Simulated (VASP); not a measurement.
# InAs (F-43m) in VASP: a series of runs

Runs on InAs. Level: PBE+D3(BJ). Tasks: relaxation of cell and atoms.

Everything below comes from runs of VASP 6.6.1. Logs are shortened: lines on timing, memory, paths and dates and some standing lists are left out, and cuts for length are marked.

## (1) The structure

The structure is cubic, space group F-43m (No. 216). Conventional cell: a = 6.036 Å, b = 6.036 Å, c = 6.036 Å, α = 90.00°, β = 90.00°, γ = 90.00°. In (site symmetry -43m) is surrounded by 4 As at 2.61 Å. Around As (site symmetry -43m) lie 4 In at 2.61 Å.

## (2) Relaxation of cell and atoms, PBE+D3(BJ)

Contents of INCAR:

```
SYSTEM = InAs
PREC     = Accurate       ! precision mode
ENCUT    = 600            ! plane-wave cutoff, eV
EDIFF    = 1E-6           ! SCF threshold, eV
ISMEAR   = 0              ! smearing method
SIGMA    = 0.03           ! smearing width, eV
LREAL    = .FALSE.        ! projectors in reciprocal space
LASPH    = .TRUE.         ! aspherical terms in the spheres
NELM     = 80             ! most SCF steps
ALGO     = Normal         ! electronic algorithm
ISIF     = 3              ! what is computed and relaxed
LWAVE    = .FALSE.        ! write WAVECAR
LCHARG   = .FALSE.        ! write CHGCAR
GGA      = PE             ! functional
IVDW     = 12             ! dispersion correction
IBRION   = 2              ! ionic algorithm
NSW      = 90             ! ionic steps
EDIFFG   = -0.01          ! ionic threshold
```

Contents of KPOINTS:

```
regular mesh
0
G
  10 10 10
  0 0 0
```

Contents of POSCAR:

```
InAs
1.0
    0.0000000000      3.0180000000      3.0180000000
    3.0180000000      0.0000000000      3.0180000000
    3.0180000000      3.0180000000      0.0000000000
In As
1 1
Direct
    0.0000000000      0.0000000000      0.0000000000
    0.2500000000      0.2500000000      0.2500000000
```

Potentials or basis: VASP PAW PBE potentials, release 64 (In_d, As).

The run is started by

```console
$ cat potpaw_PBE.64/In_d/POTCAR potpaw_PBE.64/As/POTCAR > POTCAR
$ mpirun -np 1 vasp_std > vasp.out
```

OUTCAR:

```text
SYSTEM = InAs
   PREC = Accurate
   ENCUT = 600
   EDIFF = 1E-6
   ISMEAR = 0
   LREAL = .FALSE.
   LASPH = .TRUE.
   NELM = 80
   ISIF = 3
   GGA = PE
   IVDW = 12
   IBRION = 2
   NSW = 90
   EDIFFG = -0.01
 IVDW          = 12

 ion  position               nearest neighbor table
   1  0.000  0.000  0.000-   2 2.61   2 2.61   2 2.61   2 2.61
   2  0.250  0.250  0.250-   1 2.61   1 2.61   1 2.61   1 2.61

  LATTYP: Found a face centered cubic cell.
 ALAT       =     6.0360000000

  Lattice vectors:

 A1 = (   0.0000000000,   3.0180000000,   3.0180000000)
 A2 = (   3.0180000000,   0.0000000000,   3.0180000000)
 A3 = (   3.0180000000,   3.0180000000,   0.0000000000)

Analysis of symmetry for initial positions (statically):
=====================================================================
 Subroutine PRICEL returns:
 Original cell was already a primitive cell.

 Routine SETGRP: Setting up the symmetry group for a
 face centered cubic supercell.

 Subroutine GETGRP returns: Found 24 space group operations
 (whereof 24 operations were pure point group operations)
 out of a pool of 48 trial point group operations.

The static configuration has the point symmetry T_d .

Analysis of symmetry for dynamics (positions and initial velocities):
=====================================================================
 Subroutine PRICEL returns:
 Original cell was already a primitive cell.

 Routine SETGRP: Setting up the symmetry group for a
 face centered cubic supercell.

 Subroutine GETGRP returns: Found 24 space group operations
 (whereof 24 operations were pure point group operations)
 out of a pool of 48 trial point group operations.

The dynamic configuration has the point symmetry T_d .

 Subroutine INISYM returns: Found 24 space group operations
 (whereof 24 operations are pure point group operations),
 and found     1 'primitive' translations

----------------------------------------------------------------------------------------

                                     Primitive cell

  volume of cell :      54.9778

  direct lattice vectors                    reciprocal lattice vectors
     0.000000000  3.018000000  3.018000000    -0.165672631  0.165672631  0.165672631
     3.018000000  0.000000000  3.018000000     0.165672631 -0.165672631  0.165672631
     3.018000000  3.018000000  0.000000000     0.165672631  0.165672631 -0.165672631

  length of vectors
     4.268096531  4.268096531  4.268096531     0.286953414  0.286953414  0.286953414

  position of ions in fractional coordinates (direct lattice)
     0.000000000  0.000000000  0.000000000
     0.250000000  0.250000000  0.250000000

  ion indices of the primitive-cell ions
   primitive index   ion index
                 1           1
                 2           2

----------------------------------------------------------------------------------------

 KPOINTS: regular mesh

Automatic generation of k-mesh.
 Grid dimensions read from file:
 generate k-points for:   10   10   10

 Generating k-lattice:

  Cartesian coordinates                     Fractional coordinates (reciprocal lattice)
    -0.016567263  0.016567263  0.016567263     0.100000000  0.000000000  0.000000000
     0.016567263 -0.016567263  0.016567263     0.000000000  0.100000000  0.000000000
     0.016567263  0.016567263 -0.016567263     0.000000000  0.000000000  0.100000000

  Length of vectors
     0.028695341  0.028695341  0.028695341

  Shift w.r.t. Gamma in fractional coordinates (k-lattice)
     0.000000000  0.000000000  0.000000000

 Subroutine IBZKPT returns following result:
 ===========================================

 Found     47 irreducible k-points:

 Following reciprocal coordinates:
            Coordinates               Weight
  0.000000  0.000000  0.000000      1.000000
  0.100000  0.000000  0.000000      8.000000
  0.200000  0.000000  0.000000      8.000000
  0.300000  0.000000  0.000000      8.000000
  0.400000  0.000000  0.000000      8.000000
  0.500000  0.000000  0.000000      4.000000
[... 16 lines left out ...]
  0.300000  0.300000  0.000000      6.000000
  0.400000  0.300000  0.000000     24.000000
 [... further k-points ...]
   k-points           NKPTS =     47   k-points in BZ     NKDIM =     47   number of bands    NBANDS=     13
   number of dos      NEDOS =    301   number of ions     NIONS =      2
   total plane-waves  NPLWV =  46656
   dimension x,y,z NGX =    36 NGY =   36 NGZ =   36
   dimension x,y,z NGXF=    72 NGYF=   72 NGZF=   72
   ions per type =               1   1
   NGX,Y,Z   is equivalent  to a cutoff of  14.02, 14.02, 14.02 a.u.
   NGXF,Y,Z  is equivalent  to a cutoff of  28.04, 28.04, 28.04 a.u.
 SYSTEM =  InAs
   PREC   = accura    normal or accurate (medium, high low for compatibility)
   ISTART =      0    job   : 0-new  1-cont  2-samecut
   ICHARG =      2    charge: 1-file 2-atom 10-const
   ISPIN  =      1    spin polarized calculation?
   LNONCOLLINEAR =      F non collinear calculations
   LSORBIT =      F    spin-orbit coupling
   LASPH  =      T    aspherical Exc in radial PAW
   ENCUT  =  600.0 eV  44.10 Ry    6.64 a.u.   8.52  8.52  8.52*2*pi/ulx,y,z
   NELM   =     80;   NELMIN=  2; NELMDL= -5     # of ELM steps
   EDIFF  = 0.1E-05   stopping-criterion for ELM
   LREAL  =      F    real-space projection
   EDIFFG = -.1E-01   stopping-criterion for IOM
   NSW    =     90    number of steps for IOM
   IBRION =      2    ionic relax: 0-MD 1-quasi-New 2-CG
   NFREE  =      1    steps in history (QN), initial steepest desc. (CG)
   ISIF   =      3    stress and relaxation
   ISYM   =      2    0-nonsym 1-usesym 2-fastsym
   POTIM  = 0.5000    time-step for ionic-motion
   TEBEG  =    0.0;   TEEND  =   0.0 temperature during run
   PSTRESS=    0.0 pullay stress
   NELECT =      18.0000    total number of electrons
   NUPDOWN=      -1.0000    fix difference up-down
   EMIN   =  10.00;   EMAX   =-10.00  energy-range for DOS
   EFERMI =   0.00;   METHOD = LEGACY
   ISMEAR =     0;   SIGMA  =   0.03  broadening in eV -4-tet -1-fermi 0-gaus
   EFERMI_NEDOS =   21; number of points for ismear=-14 and -15
   IALGO  =     38    algorithm
   IMIX   =      4    mixing-type and parameters
     AMIX     =   0.40;   BMIX     =  1.00
     AMIX_MAG =   1.60;   BMIX_MAG =  1.00
  volume/ion in A,a.u.               =      27.49       185.50
  Fermi-wavevector in a.u.,A,eV,Ry     =   1.128331  2.132236 17.321990  1.273130
  Thomas-Fermi vector in A             =   2.265020
   LORBIT       =      0    0 simple, 1 ext, 2 COOP (PROOUT), +10 PAW based schemes
   GGA     = PE    functional components
   LHFCALC =     F    Hartree Fock is set to
   AEXX    =    0.0000 exact exchange contribution
   IVDW    =    12    specifies the selected vdW correction
   LEPSILON=     F    determine dielectric tensor
   LRPA    =     F    only Hartree local field effects (RPA)
 conjugate gradient relaxation of ions
 non-spin polarized calculation
 Gauss-broadening in eV      SIGMA  =   0.03
  energy-cutoff  :      600.00
  volume of cell :       54.98
 maximum number of plane-waves:      1854
 NGX is ok and might be reduce to    36
   NGX = 17   NGY = 17   NGZ = 17

--------------------------------------- Ionic step        1  -------------------------------------------

 number of electron      18.0000003 magnetization

 Free energy of the ion-electron system (eV)
  ---------------------------------------------------
  ext. energy  EPLUGINS =         0.00000000
  ---------------------------------------------------
  free energy    TOTEN  =        -7.66432656 eV

  energy without entropy =       -7.66428028  energy(sigma->0) =       -7.66430342

 E-fermi :   4.5720     XC(G=0):  -9.1171

 val. band max:        4.5628858329   @ k =   0.0000   0.0000   0.0000
 cond. band min:       5.5303096809   @ k =   0.1000   0.0000   0.0000
 fundamental gap:      0.9674238480
 Fermi energy:         4.5720228710

 k-point     1 :       0.0000    0.0000    0.0000
  band No.  band energies     occupation
      1      -9.8397      2.00000
      2      -9.8397      2.00000
      3      -9.8397      2.00000
      4      -9.7115      2.00000
      5      -9.7115      2.00000
      6      -7.3339      2.00000
      7       4.3956      2.00000
      8       4.5629      1.33333
      9       4.5629      1.33333
     10       4.5629      1.33333
     11       8.4732      0.00000
     12       8.4732      0.00000
     13       8.4732      0.00000

 k-point     2 :       0.1000    0.0000    0.0000
  band No.  band energies     occupation
      1      -9.8532      2.00000
      2      -9.8358      2.00000
      3      -9.8358      2.00000
      4      -9.7116      2.00000
      5      -9.7116      2.00000
      6      -7.2288      2.00000
      7       3.0572      2.00000
      8       4.4333      2.00000
      9       4.4333      2.00000
     10       5.5303      0.00000
     11       8.5419      0.00000
[... 420 lines left out ...]
 POSITION                                       TOTAL-FORCE (eV/Angst)
 -----------------------------------------------------------------------------------
      3.07493      3.07493      6.14987         0.000000      0.000000     -0.000000
      1.53747      1.53747      1.53747        -0.000000     -0.000000      0.000000
 -----------------------------------------------------------------------------------
    total drift:                               -0.000000     -0.000000     -0.000000

  FREE ENERGIE OF THE ION-ELECTRON SYSTEM (eV)
  ---------------------------------------------------
  free  energy   TOTEN  =        -8.3262490898 eV

  energy  without entropy=       -8.3262028111  energy(sigma->0) =       -8.32622595

--------------------------------------- Ionic step        3  -------------------------------------------

 number of electron      18.0000001 magnetization

 Free energy of the ion-electron system (eV)
  ---------------------------------------------------
  ext. energy  EPLUGINS =         0.00000000
  ---------------------------------------------------
  free energy    TOTEN  =        -7.70605488 eV

  energy without entropy =       -7.70600860  energy(sigma->0) =       -7.70603174

 E-fermi :   4.1900     XC(G=0):  -8.9496

 val. band max:        4.1808856883   @ k =   0.0000   0.0000   0.0000
 cond. band min:       5.0292223096   @ k =   0.1000   0.0000   0.0000
 fundamental gap:      0.8483366213
 Fermi energy:         4.1900227192

 k-point     1 :       0.0000    0.0000    0.0000
  band No.  band energies     occupation
      1     -10.1469      2.00000
      2     -10.1469      2.00000
      3     -10.1469      2.00000
      4     -10.0342      2.00000
      5     -10.0342      2.00000
      6      -7.4731      2.00000
      7       3.8180      2.00000
      8       4.1809      1.33333
      9       4.1809      1.33333
     10       4.1809      1.33333
     11       8.0735      0.00000
     12       8.0735      0.00000
     13       8.0735      0.00000

 k-point     2 :       0.1000    0.0000    0.0000
  band No.  band energies     occupation
      1     -10.1582      2.00000
      2     -10.1435      2.00000
      3     -10.1435      2.00000
      4     -10.0343      2.00000
      5     -10.0343      2.00000
      6      -7.3752      2.00000
      7       2.6290      2.00000
      8       4.0597      2.00000
      9       4.0597      2.00000
     10       5.0292      0.00000
     11       8.1244      0.00000
[... 380 lines left out ...]
 POSITION                                       TOTAL-FORCE (eV/Angst)
 -----------------------------------------------------------------------------------
      0.00000      0.00000     -0.00000         0.000000     -0.000000     -0.000000
      1.52838      1.52838      1.52838        -0.000000      0.000000      0.000000
 -----------------------------------------------------------------------------------
    total drift:                               -0.000000     -0.000000     -0.000000

  FREE ENERGIE OF THE ION-ELECTRON SYSTEM (eV)
  ---------------------------------------------------
  free  energy   TOTEN  =        -8.3292262231 eV

  energy  without entropy=       -8.3291799445  energy(sigma->0) =       -8.32920308

 reached required accuracy - stopping structural energy minimisation
```

It took 76 s on 1 thread of Intel Xeon Platinum 8375C at 2.90GHz (Ice Lake), shared host; peak memory 0.25 GiB.

What came out:

```yaml
Free_energy: -8.3292 eV
Relaxed_volume: 28.56 Å³/atom
Relaxed_cell: a = 4.323 Å, b = 4.323 Å, c = 4.323 Å, α = 60.00°, β = 60.00°, γ = 60.00°
Space_group_after_relaxing_to_0.05_Å: F-43m (No. 216)
Energy_gained_by_relaxing: 7.4 meV/atom
Ionic_steps: 3
Pressure_after_relaxing: 0.0 GPa
Band_gap_on_the_k_mesh: none (metal or under the smearing width)
Dispersion_energy_per_atom: -0.312 eV
```

The path:
```
step  energy change (eV)  largest force (eV/Å)  pressure (GPa)  volume (Å³)
   1              0.0000                0.0000            2.28        54.98
   2             -0.0117                0.0000           -0.93        58.15
   3             -0.0147                0.0000            0.02        57.12
```

Final structure:
```
CELL_PARAMETERS angstrom
0.00000 3.05677 3.05677
3.05677 0.00000 3.05677
3.05677 3.05677 0.00000
ATOMIC_POSITIONS crystal
In 0.00000 0.00000 0.00000
As 0.25000 0.25000 0.25000
```

Levels at points of the mesh, in eV from the Fermi level:
```
           k point  band 6  band 7  band 8  band 9  band 10  band 11  band 12  band 13
(0.00, 0.00, 0.00)  -11.66   -0.37   -0.01   -0.01    -0.01     3.88     3.88     3.88
(0.50, 0.00, 0.00)  -10.29   -5.61   -0.95   -0.95     0.88     4.65     4.65     6.80
(0.50, 0.50, 0.00)   -9.79   -5.71   -2.22   -2.22     1.59     2.05     8.97     9.04
```

Caveat: pairwise dispersion overbinds metals, which lowers pressure and volume; this crystal is a semiconductor, whose small gap the functional closes, so the metal is an error of the method. Zero-point motion and thermal expansion aren't in these numbers.

[end of part 1 of 2]
